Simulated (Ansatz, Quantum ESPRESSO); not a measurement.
# Evanescent states of BeSe, zinc blende type, lattice constant set to 5.335 Å, part 3 of 4

How good a tunnel barrier is BeSe, zinc blende type, lattice constant set to 5.335 Å?

Quantum ESPRESSO 7.5; plane-wave DFT, PBE, GBRV ultrasoft pseudopotentials; cross-check by Ansatz 0.2.0 with PAW datasets.

So far. Step 2 (Ground state): The run needed 9 iterations to bring the estimated error under 1e-09 Ry.

The structure was built from a prototype and need not be the compound's stable phase.

### Step 3. Complex band structure (continued)

Level of this step: complex band structure by pwcond; plane-wave DFT, PBE, GBRV ultrasoft pseudopotentials (Quantum ESPRESSO).

K across = (1/4, 0) in the cell's reciprocal vectors; values within 0.0025 1/Å of each other count once, columns are sorted by size at each energy, a dash where no further value was kept. Table of Im kz of the slowest decaying states by energy, zero at the highest filled level of the SCF mesh:

| energy (eV) | decay 1 (Å⁻¹) | decay 2 (Å⁻¹) | decay 3 (Å⁻¹) |
| --- | --- | --- | --- |
| -1.92 | 0.077 | 0.092 | 1.15 |
| -1.76 | 0.111 | 1.13 | 1.44 |
| -1.60 | 0.119 | 1.11 | 1.43 |
| -1.44 | 0.118 | 1.09 | 1.41 |
| -1.28 | 0.106 | 1.08 | 1.40 |
| -1.12 | 0.076 | 1.06 | 1.38 |
| -0.96 | 1.04 | 1.37 | 1.59 |
| -0.64 | 1.01 | 1.34 | 1.56 |
| -0.48 | 0.068 | 0.987 | 1.32 |
| -0.32 | 0.137 | 0.969 | 1.30 |
| -0.16 | 0.112 | 0.177 | 0.95 |
| 0.00 | 0.207 | 0.22 | 0.931 |
| 0.16 | 0.23 | 0.283 | 0.911 |
| 0.32 | 0.248 | 0.331 | 0.892 |
| 0.48 | 0.264 | 0.368 | 0.872 |
| 0.64 | 0.276 | 0.399 | 0.851 |
| 0.80 | 0.286 | 0.425 | 0.831 |
| 0.96 | 0.295 | 0.447 | 0.81 |
| 1.12 | 0.301 | 0.466 | 0.788 |
| 1.44 | 0.31 | 0.496 | 0.743 |
| 1.60 | 0.312 | 0.507 | 0.72 |
| 1.76 | 0.312 | 0.518 | 0.695 |
| 1.92 | 0.311 | 0.526 | 0.67 |
| 2.08 | 0.309 | 0.533 | 0.644 |
| 2.24 | 0.306 | 0.539 | 0.617 |
| 2.40 | 0.301 | 0.543 | 0.588 |
| 2.56 | 0.294 | 0.546 | 0.557 |
| 2.72 | 0.287 | 0.524 | 0.548 |
| 2.88 | 0.277 | 0.488 | 0.548 |
| 3.04 | 0.265 | 0.449 | 0.547 |
| 3.20 | 0.251 | 0.405 | 0.545 |
| 3.52 | 0.214 | 0.292 | 0.535 |
| 3.68 | 0.189 | 0.208 | 0.527 |
| 3.84 | 0.156 | 0.516 | 0.801 |
| 4.00 | 0.107 | 0.503 | 0.781 |
| 4.16 | 0.487 | 0.762 | 0.945 |
| 4.32 | 0.467 | 0.743 | 0.912 |
| 4.48 | 0.443 | 0.726 | 0.876 |

### Step 4. Complex bands with pwcond.x, with ewind = 6.0 and epsproj = 1e-07

A sensitivity test on the input.

Contents of cbs.w.in:

```
&inputcond
  outdir = './out'
  prefixl = 'scf'
  band_file = 'cbs.w'
  ikind = 0
  ewind = 6.0
  epsproj = 1e-07
  nz1 = 7
  energy0 = 4.48
  denergy = -0.16
/
4
  0.00000000 0.00000000 1.00000000
  0.50000000 0.00000000 1.00000000
  0.50000000 0.50000000 1.00000000
  0.25000000 0.00000000 1.00000000
41
```

Run with:

```bash
$ OMP_NUM_THREADS=1 mpirun -n 2 pwcond.x -in cbs.w.in > cbs.w.out
```

Output:

```text
[banner, memory and clock lines left out]
Program PWCOND v.7.5 starts
[citation notice left out]

[...]
./out/scf.save/

     IMPORTANT: XC functional enforced from input :
     Exchange-correlation= PBE
                           (   1   4   3   4   0   0   0)
     Any further DFT definition will be discarded
     Please, verify this is what you really want

     Reading collected, re-writing distributed wavefunctions

===== INPUT FILE containing the left lead =====

     GEOMETRY:

     lattice parameter (alat)  =       7.1288  a.u.
     the volume                =     512.3537 (a.u.)^3
     the cross section         =      50.8202 (a.u.)^2
     l of the unit cell        =       1.4142 (alat)
     number of atoms/cell      =            4
     number of atomic types    =            2

     crystal axes: (cart. coord. in units of alat)
               a(1) = (  1.0000  0.0000  0.0000 )
               a(2) = (  0.0000  1.0000  0.0000 )
               a(3) = (  0.0000  0.0000  1.4142 )

   Cartesian axes

     site n.     atom                  positions (alat units)
          1        Be     tau(  1)=(  0.0000  0.0000  1.4142  )
          2        Se     tau(  2)=(  0.5000  0.0000  0.3536  )
          3        Be     tau(  3)=(  0.5000  0.5000  0.7071  )
          4        Se     tau(  4)=(  0.0000  0.5000  1.0607  )

     nr1s                      =           30
     nr2s                      =           30
     nr3s                      =           45
     nr1sx                     =           30
     nr2sx                     =           30
     nr3sx                     =           45
     nr1                       =           36
     nr2                       =           36
     nr3                       =           45
     nr1x                      =           36
     nr2x                      =           36
     nr3x                      =           45

 _______________________________
  Radii of nonlocal spheres:

     type       ibeta     ang. mom.          radius (alat units)
       Be         1         0                    0.2267
       Be         2         0                    0.2267
       Be         3         0                    0.2267
       Be         4         1                    0.2267
       Be         5         1                    0.2267
       Be         6         2                    0.2267
       Se         1         0                    0.2536
       Se         2         0                    0.2536
       Se         3         1                    0.2536
       Se         4         1                    0.2536
       Se         5         2                    0.2536
       Se         6         2                    0.2536
----- General information -----

----- Complex band structure calculation -----

     nrx                       =           30
     nry                       =           30
     nz1                       =            7

     energy0               =         4.5E+00
     denergy               =        -1.6E-01
     nenergy               =         41
     ecut2d                =         4.0E+01
     ewind                 =         6.0E+00
     epsproj               =         1.0E-07

     number of k_|| points=    4
                       cryst. coord.
        k(    1) = (   0.0000000   0.0000000), wk =   0.2500000
        k(    2) = (   0.5000000   0.0000000), wk =   0.2500000
        k(    3) = (   0.5000000   0.5000000), wk =   0.2500000
        k(    4) = (   0.2500000   0.0000000), wk =   0.2500000
----- Information about left lead -----

     nocros                   =           14
     noins                    =           50
     norb                     =           78
     norbf                    =           78
     nrz                      =           45

      iorb      type   ibeta   ang. mom.   m       position (alat)
        1        1       1        0        1   taunew(   1)=(  0.0000  0.0000  0.0000)
        2        1       2        0        1   taunew(   2)=(  0.0000  0.0000  0.0000)
[...]
78        1       6        2        5   taunew(  78)=(  0.0000  0.0000  1.4142)
    k slab    z(k)  z(k+1)     crossing(iorb=1,norb)
    1   0.0000 0.0314 0.0314   111111111111110000000000000000000000000000000000000000000000000000000000000000
    2   0.0314 0.0629 0.0314   111111111111110000000000000000000000000000000000000000000000000000000000000000
[...]
45   1.3828 1.4142 0.0314   000000000000000000000000000000000000000000000000000000000000000011111111111111
 ngper, shell number =          161          25
 ngper, n2d =          161         161
---  E-Ef =    4.4800000  k =    0.0000000   0.0000000
---  ie =          1  ik =          1
 Nchannels of the left tip =            1
 Right moving states:
   k1(2pi/a)   k2(2pi/a)   E-Ef (eV)
   0.2035342   0.0000000   4.4800000
 Left moving states:
   k1(2pi/a)   k2(2pi/a)   E-Ef (eV)
  -0.2035342   0.0000000   4.4800000

---  E-Ef =    4.3200000  k =    0.0000000   0.0000000
---  ie =          2  ik =          1
 Nchannels of the left tip =            3
 Right moving states:
   k1(2pi/a)   k2(2pi/a)   E-Ef (eV)
   0.1168879   0.0000000   4.3200000
   0.2176604  -0.0000000   4.3200000
  -0.3115473   0.0000000   4.3200000
 Left moving states:
   k1(2pi/a)   k2(2pi/a)   E-Ef (eV)
  -0.1168879   0.0000000   4.3200000
  -0.2176604  -0.0000000   4.3200000
   0.3115473  -0.0000000   4.3200000
[... further energies and points left out ...]
---  E-Ef =   -1.7600000  k =    0.2500000   0.0000000
---  ie =         40  ik =          4
 Nchannels of the left tip =            2
 Right moving states:
   k1(2pi/a)   k2(2pi/a)   E-Ef (eV)
   0.2145411  -0.0000000  -1.7600000
   0.3993136  -0.0000000  -1.7600000
 Left moving states:
   k1(2pi/a)   k2(2pi/a)   E-Ef (eV)
  -0.2145411  -0.0000000  -1.7600000
  -0.3993136   0.0000000  -1.7600000

---  E-Ef =   -1.9200000  k =    0.2500000   0.0000000
---  ie =         41  ik =          4
 Nchannels of the left tip =            1
 Right moving states:
   k1(2pi/a)   k2(2pi/a)   E-Ef (eV)
   0.3708448  -0.0000000  -1.9200000
 Left moving states:
   k1(2pi/a)   k2(2pi/a)   E-Ef (eV)
  -0.3708448   0.0000000  -1.9200000

[...]
```

Run time: 4.5 min. Hardware: 2 MPI ranks of Arm Neoverse V2, shared host; peak memory 0.17 GiB; 9 min of CPU time.

Beside the run it was changed from:

```csv
quantity,this run,unchanged run,difference
peak of the smallest κ at the zone centre (Å⁻¹),0.222,0.222,0
"peak of the smallest κ at (1/2, 0) (Å⁻¹)",0.314,0.314,0
wall time (s),271,155,
```

The physical values in this table stay within 0.05 %.

(Part 3 of 4 ends here.)

[Logs are printed without paths, hosts, clocks, repeated set-up lines and the standing remarks that a program may print on its own settings, such as how far it seeks lower states.]

[Hosts, paths, dates, database ids (printed as entryN), source tags and the programs' standing remarks are cut or masked in the printed files.]

[Maps of the electrostatic potential energy from Ansatz leave out the sawtooth potential of an applied field or a dipole correction, so their vacuum need not be flat; planar profiles and work functions include it.]
